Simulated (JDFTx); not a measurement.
# MgS (F-43m) in JDFTx: reference runs

Aim: a first look at MgS with PBEsol, on the cell as given and on a disturbed one, and energy against volume gives the equilibrium volume and stiffness.

Program: JDFTx 1.7.0 (patched build). These are calculated values, not measurements. Logs are shortened: lines on timing, memory, paths and dates and some standing lists are left out, and cuts for length are marked. The log counts tension as positive stress, the text compression.

## (1) The structure

The structure is cubic, space group F-43m (No. 216). Conventional cell: a = 5.666 Å, b = 5.666 Å, c = 5.666 Å, α = 90.00°, β = 90.00°, γ = 90.00°. S (site symmetry -43m) is surrounded by 4 Mg at 2.45 Å. Around Mg (site symmetry -43m) lie 4 S at 2.45 Å.

The cell comes from a database or a generator and needn't be the stable form of this composition.

## (2) Single point, PBEsol

MgS.in

```
lattice \
    0.0000000000     5.3538209666     5.3538209666 \
    5.3538209666     0.0000000000     5.3538209666 \
    5.3538209666     5.3538209666     0.0000000000
coords-type Lattice
ion S      0.2500000000     0.2500000000     0.2500000000 1
ion Mg     0.0000000000     0.0000000000     0.0000000000 1

ion-species pseudo/S.upf
ion-species pseudo/Mg.upf
elec-cutoff 42 336
elec-ex-corr gga-PBEsol
kpoint-folding 8 8 8
elec-smearing Fermi 0.0018374661
elec-n-bands 14
electronic-SCF nIterations 100 energyDiffThreshold 1e-09
electronic-minimize nIterations 30 energyDiffThreshold 1e-7
converge-empty-states yes
forces-output-coords Cartesian

dump-name run.$VAR
dump End Ecomponents EigStats BandEigs Kpoints Forces Stress
```

Potentials or basis: PseudoDojo-SR-PBEsol-0.4.1-standard with smoothed tails.

Launch:

```console
jdftx -c 1 -i MgS.in -o MgS.out
```

The program printed:

```text
*************** JDFTx 1.7.0 (patched build) ***************

Input parsed successfully to the following command list (including defaults):
[... the input with its defaults ...]

---------- Setting up symmetries ----------

Found 48 point-group symmetries of the bravais lattice
Found 24 space-group symmetries with basis
Applied RMS atom displacement 0 bohrs to make symmetries exact.

---------- Initializing the Grid ----------
R =
[            0      5.35382      5.35382  ]
[      5.35382            0      5.35382  ]
[      5.35382      5.35382            0  ]
unit cell volume = 306.917
G =
[  -0.586794   0.586794   0.586794  ]
[   0.586794  -0.586794   0.586794  ]
[   0.586794   0.586794  -0.586794  ]
Minimum fftbox size, Smin = [  64  64  64  ]
Chosen fftbox size, S = [  64  64  64  ]

---------- Initializing tighter grid for wavefunction operations ----------
R =
[            0      5.35382      5.35382  ]
[      5.35382            0      5.35382  ]
[      5.35382      5.35382            0  ]
unit cell volume = 306.917
G =
[  -0.586794   0.586794   0.586794  ]
[   0.586794  -0.586794   0.586794  ]
[   0.586794   0.586794  -0.586794  ]
Minimum fftbox size, Smin = [  48  48  48  ]
Chosen fftbox size, S = [  48  48  48  ]

---------- Exchange Correlation functional ----------
Initalized PBEsol GGA exchange.
Initalized PBEsol GGA correlation.

---------- Setting up pseudopotentials ----------
Width of ionic core gaussian charges (only for fluid interactions / plotting) set to 0

Reading pseudopotential file 'pseudo/S.upf':
  'S' pseudopotential, 'PBESOL' functional
  Generated using ONCVPSP code by D. R. Hamann
  6 valence electrons, 2 orbitals, 6 projectors, 1001 radial grid points, with lMax = 2
    3S    l: 0   occupation:  2.0   eigenvalue: -0.631879
    3P    l: 1   occupation:  4.0   eigenvalue: -0.256451
  Core radius for overlap checks: 1.58 bohrs.

Reading pseudopotential file 'pseudo/Mg.upf':
  'Mg' pseudopotential, 'PBESOL' functional
  Generated using ONCVPSP code by D. R. Hamann
  10 valence electrons, 3 orbitals, 4 projectors, 1001 radial grid points, with lMax = 1
    2S    l: 0   occupation:  2.0   eigenvalue: -2.925002
    2P    l: 1   occupation:  6.0   eigenvalue: -1.710720
    3S    l: 0   occupation:  2.0   eigenvalue: -0.171965
  Core radius for overlap checks: 1.50 bohrs.

Initialized 2 species with 2 total atoms.

Folded 1 k-points by 8x8x8 to 512 k-points.

---------- Setting up k-points, bands, fillings ----------
Adding inversion symmetry to k-mesh for non-inversion-symmetric unit cell.
Reduced to 29 k-points under symmetry.
Computing the number of bands and number of electrons
Calculating initial fillings.
nElectrons:  16.000000   nBands: 14   nStates: 29

----- Setting up reduced wavefunction bases (one per k-point) -----
average nbasis = 3990.729 , ideal nbasis = 3990.152

---------- Setting up ewald sum ----------
Optimum gaussian width for ewald sums = 2.431613 bohr.
Real space sum over 1331 unit cells with max indices [  5  5  5  ]
Reciprocal space sum over 2197 terms with max indices [  6  6  6  ]

---------- Allocating electronic variables ----------
Initializing wave functions:  linear combination of atomic orbitals
Note: number of bands (14) exceeds available atomic orbitals (9)
S pseudo-atom occupations:   s ( 2 )  p ( 4 )
Mg pseudo-atom occupations:   s ( 2 2 )  p ( 6 )
	FillingsUpdate:  mu: +0.238251789  nElectrons: 16.000000
LCAOMinimize: Iter:   0  F: -69.5672587216551079  |grad|_K:  4.131e-03  alpha:  1.000e+00
	FillingsUpdate:  mu: +0.201646326  nElectrons: 16.000000
LCAOMinimize: Iter:   1  F: -69.5982519490843288  |grad|_K:  1.032e-04  alpha:  5.885e-01  linmin: -2.612e-01  cgtest:  7.030e-01
LCAOMinimize: Encountered beta<0, resetting CG.
[... 6 lines of inner loops ...]
LCAOMinimize: Iter:   4  F: -69.5982740547360947  |grad|_K:  1.866e-07  alpha:  9.227e-01  linmin: -2.259e-05  cgtest:  2.315e-04
	FillingsUpdate:  mu: +0.201046951  nElectrons: 16.000000
LCAOMinimize: Iter:   5  F: -69.5982740547985657  |grad|_K:  2.159e-08  alpha:  6.300e-01  linmin:  1.267e-02  cgtest: -2.338e-02
LCAOMinimize: Converged (|Delta F|<1.000000e-06 for 2 iters).

-------- Electronic minimization -----------
Will mix electronic density at each iteration.
	FillingsUpdate:  mu: +0.201046951  nElectrons: 16.000000
	FillingsUpdate:  mu: +0.190350598  nElectrons: 16.000000
SCF: Cycle:  0   F: -69.648648597155756   dF: -5.037e-02   |Residual|: 1.041e-01   |deigs|: 1.262e-01
	FillingsUpdate:  mu: +0.180508901  nElectrons: 16.000000
SCF: Cycle:  1   F: -69.662947920151595   dF: -1.430e-02   |Residual|: 3.394e-02   |deigs|: 1.968e-02
	FillingsUpdate:  mu: +0.178964109  nElectrons: 16.000000
SCF: Cycle:  2   F: -69.664258286926469   dF: -1.310e-03   |Residual|: 9.376e-03   |deigs|: 8.589e-03
	FillingsUpdate:  mu: +0.179729481  nElectrons: 16.000000
SCF: Cycle:  3   F: -69.664284519944005   dF: -2.623e-05   |Residual|: 1.664e-03   |deigs|: 2.689e-03
	FillingsUpdate:  mu: +0.179901616  nElectrons: 16.000000
SCF: Cycle:  4   F: -69.664286906507044   dF: -2.387e-06   |Residual|: 8.517e-04   |deigs|: 9.927e-04
	FillingsUpdate:  mu: +0.180112215  nElectrons: 16.000000
SCF: Cycle:  5   F: -69.664287439252846   dF: -5.327e-07   |Residual|: 1.305e-04   |deigs|: 5.435e-04
	FillingsUpdate:  mu: +0.180139005  nElectrons: 16.000000
SCF: Cycle:  6   F: -69.664287562404411   dF: -1.232e-07   |Residual|: 5.608e-05   |deigs|: 4.265e-04
	FillingsUpdate:  mu: +0.180147857  nElectrons: 16.000000
SCF: Cycle:  7   F: -69.664287611854846   dF: -4.945e-08   |Residual|: 1.521e-05   |deigs|: 3.592e-04
	FillingsUpdate:  mu: +0.180150466  nElectrons: 16.000000
SCF: Cycle:  8   F: -69.664287623699735   dF: -1.184e-08   |Residual|: 4.714e-06   |deigs|: 2.977e-04
	FillingsUpdate:  mu: +0.180150712  nElectrons: 16.000000
SCF: Cycle:  9   F: -69.664287630222574   dF: -6.523e-09   |Residual|: 3.456e-06   |deigs|: 5.228e-04
	FillingsUpdate:  mu: +0.180150718  nElectrons: 16.000000
SCF: Cycle: 10   F: -69.664287631230806   dF: -1.008e-09   |Residual|: 4.569e-06   |deigs|: 2.054e-04
	FillingsUpdate:  mu: +0.180151142  nElectrons: 16.000000
SCF: Cycle: 11   F: -69.664287631803987   dF: -5.732e-10   |Residual|: 5.474e-06   |deigs|: 5.127e-04
	FillingsUpdate:  mu: +0.180151041  nElectrons: 16.000000
SCF: Cycle: 12   F: -69.664287631891995   dF: -8.801e-11   |Residual|: 5.327e-06   |deigs|: 2.921e-04
SCF: Converged (|Delta E|<1.000000e-09 for 2 iters).

Setting wave functions to eigenvectors of Hamiltonian
Converging empty states (this may take a while): |deigs|: 6.792e-04

# Stress tensor in Cartesian coordinates [Eh/a0^3]:
[     1.44e-05            0            0  ]
[            0     1.44e-05            0  ]
[            0            0     1.44e-05  ]

# Ionic positions in lattice coordinates:
ion S   0.250000000000000   0.250000000000000   0.250000000000000 1
ion Mg   0.000000000000000   0.000000000000000   0.000000000000000 1

# Forces in Cartesian coordinates:
force S  -0.000000000000000   0.000000000000000  -0.000000000000000 1
force Mg   0.000000000000000   0.000000000000000  -0.000000000000000 1

# Energy components:
   Eewald =      -33.6102739974483740
       EH =       25.4747151518650377
     Eloc =      -72.5057471238819886
      Enl =      -16.5994709469375330
      Exc =      -10.9788111980693426
 Exc_core =        0.7613771427441400
       KE =       37.7939233398360628
-------------------------------------
     Etot =      -69.6642876318919946
       TS =        0.0000000000000001
-------------------------------------
        F =      -69.6642876318919946

IonicMinimize: Iter:   0  F: -69.664287631891995  |grad|_K:  1.025e-35
IonicMinimize: Converged (|grad|_K<1.000000e-04).

#--- Lowdin population analysis ---
# oxidation-state S -1.258
# oxidation-state Mg +1.396

Dumping 'run.eigStats' ...
	eMin: -2.589188 at state 0 ( [ +0.000000 +0.000000 +0.000000 ] spin 0 )
	HOMO: +0.111443 at state 0 ( [ +0.000000 +0.000000 +0.000000 ] spin 0 )
	mu  : +0.180152
	LUMO: +0.231841 at state 0 ( [ +0.000000 +0.000000 +0.000000 ] spin 0 )
	eMax: +0.614898 at state 20 ( [ +0.000000 +0.500000 +0.500000 ] spin 0 )
	HOMO-LUMO gap: +0.120398
	Optical gap  : +0.120398 at state 0 ( [ +0.000000 +0.000000 +0.000000 ] spin 0 )
Done!
[note: mu as printed may lie anywhere between the filled and the empty levels]
```

It took 39 s on 1 thread of AMD EPYC 9R45 (Zen 5), shared host; peak memory 0.15 GiB.

Results:

| Property | Result |
| --- | --- |
| Free energy | -1895.6618 eV |
| Pressure | -0.4 GPa |
| Band gap on the k mesh | 3.28 eV, direct |
| Loewdin charges | S -1.26; Mg +1.40 e |

Levels at points of the mesh, in eV from the valence-band top:
| k point | band 6 | band 7 | band 8 | band 9 | band 10 | band 11 |
| --- | --- | --- | --- | --- | --- | --- |
| (0.00, 0.00, 0.00) | 0.00 | 0.00 | 0.00 | 3.28 | 7.83 | 7.83 |
| (0.00, 0.00, 0.50) | -3.17 | -0.33 | -0.33 | 4.98 | 7.52 | 7.52 |
| (0.00, 0.50, 0.50) | -2.85 | -1.05 | -1.05 | 3.71 | 5.53 | 10.99 |

Caveat: the atomic charges don't sum to the cell's charge.

## (3) Single point, PBEsol (atoms moved at random, drawn with an rms of 0.05 Å)

Changes to MgS.in since step 2:

```diff
@@ -5,4 +5,4 @@
 coords-type Lattice
-ion S      0.2500000000     0.2500000000     0.2500000000 1
-ion Mg     0.0000000000     0.0000000000     0.0000000000 1
+ion S      0.2577930000     0.2466650000     0.2502830000 1
+ion Mg    -0.0128600000     0.0110690000     0.0033980000 1
```

Potentials or basis: PseudoDojo-SR-PBEsol-0.4.1-standard with smoothed tails.

Launch:

```console
jdftx -c 1 -i MgS.in -o MgS.out
```

Run time: 5.1 min. Hardware: 1 thread of AMD EPYC 9R45 (Zen 5), shared host; peak memory 0.69 GiB.

The run converged. Its results:

```yaml
Free_energy: -1895.6465 eV
Pressure: -0.3 GPa
Largest_force: 0.437 eV/Å
Band_gap_on_the_k_mesh: 3.20 eV, direct
Loewdin_charges: S -1.26; Mg +1.40 e
```

Forces on the atoms (eV/Å):
```
S    0.291 -0.292 -0.146
Mg  -0.291  0.291  0.146
```

Stress tensor (GPa, compression positive):
```
-0.32 -0.51 -1.10
-0.51 -0.32  1.10
-1.10  1.10 -0.24
```

Levels at points of the mesh, in eV from the valence-band top:
```
           k point  band 5  band 6  band 7  band 8  band 9  band 10  band 11  band 12
(0.00, 0.00, 0.00)  -11.34   -0.18   -0.05    0.00    3.20     7.75     7.75     7.78
(0.00, 0.00, 0.50)  -10.65   -3.24   -0.48   -0.34    4.89     7.36     7.51     8.34
(0.00, 0.50, 0.00)  -10.66   -3.20   -0.49   -0.38    4.89     7.35     7.47     8.35
(0.00, 0.50, 0.50)  -10.43   -2.92   -1.17   -1.08    3.64     5.45    10.90    12.07
(0.50, 0.00, 0.00)  -10.64   -3.32   -0.39   -0.34    4.91     7.46     7.51     8.31
(0.50, 0.00, 0.50)  -10.43   -2.92   -1.17   -1.08    3.64     5.45    10.90    12.07
(0.50, 0.50, 0.00)  -10.43   -2.93   -1.13   -1.10    3.63     5.45    10.90    12.07
(0.50, 0.50, 0.50)  -10.65   -3.24   -0.48   -0.34    4.89     7.36     7.51     8.34
```

Caveat: the atomic charges don't sum to the cell's charge. A k mesh can miss the band edges.

## (4) Equation of state, PBEsol, 21.38 Å³/atom (volume scaled by 0.94)

MgS.in

```
lattice \
    0.0000000000     5.2445286475     5.2445286475 \
    5.2445286475     0.0000000000     5.2445286475 \
    5.2445286475     5.2445286475     0.0000000000
coords-type Lattice
ion S      0.2500000000     0.2500000000     0.2500000000 1
ion Mg     0.0000000000     0.0000000000     0.0000000000 1

ion-species pseudo/S.upf
ion-species pseudo/Mg.upf
elec-cutoff 42 336
elec-ex-corr gga-PBEsol
kpoint-folding 8 8 8
elec-smearing Fermi 0.0018374661
elec-n-bands 14
electronic-SCF nIterations 100 energyDiffThreshold 1e-09
electronic-minimize nIterations 30 energyDiffThreshold 1e-7
forces-output-coords Cartesian

dump-name run.$VAR
dump End Ecomponents EigStats BandEigs Kpoints Forces Stress
```

Launch:

```console
jdftx -c 1 -i MgS.in -o MgS.out
```

Run time: 33 s. Hardware: 1 thread of AMD EPYC 9R45 (Zen 5), shared host; peak memory 0.15 GiB.

The run converged. Its results:

```
Free energy            : -1895.6370 eV
Pressure               : 3.5 GPa
Band gap on the k mesh : 3.58 eV, direct
Loewdin charges        : S -1.27; Mg +1.40 e
```

## (5) Equation of state, PBEsol, 21.83 Å³/atom (volume scaled by 0.96)

Changes to MgS.in since step 4:

```diff
@@ -1,5 +1,5 @@
 lattice \
-    0.0000000000     5.2445286475     5.2445286475 \
-    5.2445286475     0.0000000000     5.2445286475 \
-    5.2445286475     5.2445286475     0.0000000000
+    0.0000000000     5.2814631647     5.2814631647 \
+    5.2814631647     0.0000000000     5.2814631647 \
+    5.2814631647     5.2814631647     0.0000000000
 coords-type Lattice
```

Launch:

```console
jdftx -c 1 -i MgS.in -o MgS.out
```

It took 33 s on 1 thread of AMD EPYC 9R45 (Zen 5), shared host; peak memory 0.15 GiB.

It converged, with:

* Free energy: -1895.6528 eV
* Pressure: 2.1 GPa
* Band gap on the k mesh: 3.48 eV, direct
* Loewdin charges: S -1.26; Mg +1.40 e

## (6) Equation of state, PBEsol, 22.29 Å³/atom (volume scaled by 0.98)

Changes to MgS.in since step 5:

```diff
@@ -1,5 +1,5 @@
 lattice \
-    0.0000000000     5.2814631647     5.2814631647 \
-    5.2814631647     0.0000000000     5.2814631647 \
-    5.2814631647     5.2814631647     0.0000000000
+    0.0000000000     5.3178881997     5.3178881997 \
+    5.3178881997     0.0000000000     5.3178881997 \
+    5.3178881997     5.3178881997     0.0000000000
 coords-type Lattice
```

Potentials or basis: PseudoDojo-SR-PBEsol-0.4.1-standard with smoothed tails.

Launch:

```console
jdftx -c 1 -i MgS.in -o MgS.out
```

Wall time 34 s (1 thread of AMD EPYC 9R45 (Zen 5), shared host); peak memory 0.15 GiB.

The run converged. Its results:

| Property | Result |
| --- | --- |
| Free energy | -1895.6609 eV |
| Pressure | 0.8 GPa |
| Band gap on the k mesh | 3.37 eV, direct |
| Loewdin charges | S -1.26; Mg +1.40 e |

## (7) Equation of state, PBEsol, 22.74 Å³/atom

Changes to MgS.in since step 6:

```diff
@@ -1,5 +1,5 @@
 lattice \
-    0.0000000000     5.3178881997     5.3178881997 \
-    5.3178881997     0.0000000000     5.3178881997 \
-    5.3178881997     5.3178881997     0.0000000000
+    0.0000000000     5.3538209666     5.3538209666 \
+    5.3538209666     0.0000000000     5.3538209666 \
+    5.3538209666     5.3538209666     0.0000000000
 coords-type Lattice
```

Launch:

```console
jdftx -c 1 -i MgS.in -o MgS.out
```

Run time: 35 s. Hardware: 1 thread of AMD EPYC 9R45 (Zen 5), shared host; peak memory 0.15 GiB.

Results (log left out):

- Free energy: -1895.6618 eV
- Pressure: -0.4 GPa
- Band gap on the k mesh: 3.28 eV, direct
- Loewdin charges: S -1.26; Mg +1.40 e

## (8) Equation of state, PBEsol, 23.20 Å³/atom (volume scaled by 1.02)

Changes to MgS.in since step 7:

```diff
@@ -1,5 +1,5 @@
 lattice \
-    0.0000000000     5.3538209666     5.3538209666 \
-    5.3538209666     0.0000000000     5.3538209666 \
-    5.3538209666     5.3538209666     0.0000000000
+    0.0000000000     5.3892777679     5.3892777679 \
+    5.3892777679     0.0000000000     5.3892777679 \
+    5.3892777679     5.3892777679     0.0000000000
 coords-type Lattice
```

Launch:

```console
jdftx -c 1 -i MgS.in -o MgS.out
```

Wall time 35 s (1 thread of AMD EPYC 9R45 (Zen 5), shared host); peak memory 0.16 GiB.

Results (log left out):

```
Free energy            : -1895.6564 eV
Pressure               : -1.5 GPa
Band gap on the k mesh : 3.18 eV, direct
Loewdin charges        : S -1.25; Mg +1.39 e
```

## (9) Equation of state, PBEsol, 23.65 Å³/atom (volume scaled by 1.04)

Changes to MgS.in since step 8:

```diff
@@ -1,5 +1,5 @@
 lattice \
-    0.0000000000     5.3892777679     5.3892777679 \
-    5.3892777679     0.0000000000     5.3892777679 \
-    5.3892777679     5.3892777679     0.0000000000
+    0.0000000000     5.4242740588     5.4242740588 \
+    5.4242740588     0.0000000000     5.4242740588 \
+    5.4242740588     5.4242740588     0.0000000000
 coords-type Lattice
```

Potentials or basis: PseudoDojo-SR-PBEsol-0.4.1-standard with smoothed tails.

Launch:

```console
jdftx -c 1 -i MgS.in -o MgS.out
```

Wall time 35 s (1 thread of AMD EPYC 9R45 (Zen 5), shared host); peak memory 0.15 GiB.

It converged, with:

- Free energy: -1895.6453 eV
- Pressure: -2.4 GPa
- Band gap on the k mesh: 3.09 eV, direct
- Loewdin charges: S -1.25; Mg +1.39 e

## (10) Equation of state, PBEsol, 24.10 Å³/atom (volume scaled by 1.06)

Changes to MgS.in since step 9:

```diff
@@ -1,5 +1,5 @@
 lattice \
-    0.0000000000     5.4242740588     5.4242740588 \
-    5.4242740588     0.0000000000     5.4242740588 \
-    5.4242740588     5.4242740588     0.0000000000
+    0.0000000000     5.4588245066     5.4588245066 \
+    5.4588245066     0.0000000000     5.4588245066 \
+    5.4588245066     5.4588245066     0.0000000000
 coords-type Lattice
```

Launch:

```console
jdftx -c 1 -i MgS.in -o MgS.out
```

It took 36 s on 1 thread of AMD EPYC 9R45 (Zen 5), shared host; peak memory 0.16 GiB.

It converged, with:

| Quantity | Value |
| --- | --- |
| Free energy | -1895.6290 eV |
| Pressure | -3.3 GPa |
| Band gap on the k mesh | 3.00 eV, direct |
| Loewdin charges | S -1.25; Mg +1.39 e |

## (11) Equation of state, PBEsol

Potentials or basis: PseudoDojo-SR-PBEsol-0.4.1-standard with smoothed tails.

This step only gathers the single runs of the series.

Results:

* Equilibrium volume: 22.58 Å³/atom
* Bulk modulus: 58 GPa
* Pressure derivative of the bulk modulus: 4.1

Energy against volume, from the lowest point:
```csv
volume (Å³/atom),energy (meV/atom)
21.376,12.41
21.831,4.50
22.285,0.49
22.740,0.00
23.195,2.70
23.650,8.27
24.105,16.43
```

## (12) Summary

| task | cell | further solve for the empty bands | gap on the mesh (eV) | pressure (GPa) |
| --- | --- | --- | --- | --- |
| single point | as given | yes | 3.28 | -0.4 |
| single point | atoms moved at random, drawn with an rms of 0.05 Å | yes | 3.20 | -0.3 |
| equation of state | as given | - | - | - |

Alike in all rows: level PBEsol; potentials or basis PseudoDojo-SR-PBEsol-0.4.1-standard with smoothed tails; no spin polarisation; k mesh 8 × 8 × 8; cutoff (eV) 1143; smearing fermi-dirac 0.05 eV.

Total energies depend on the potentials used, so only differences within one code and one set of settings carry meaning.
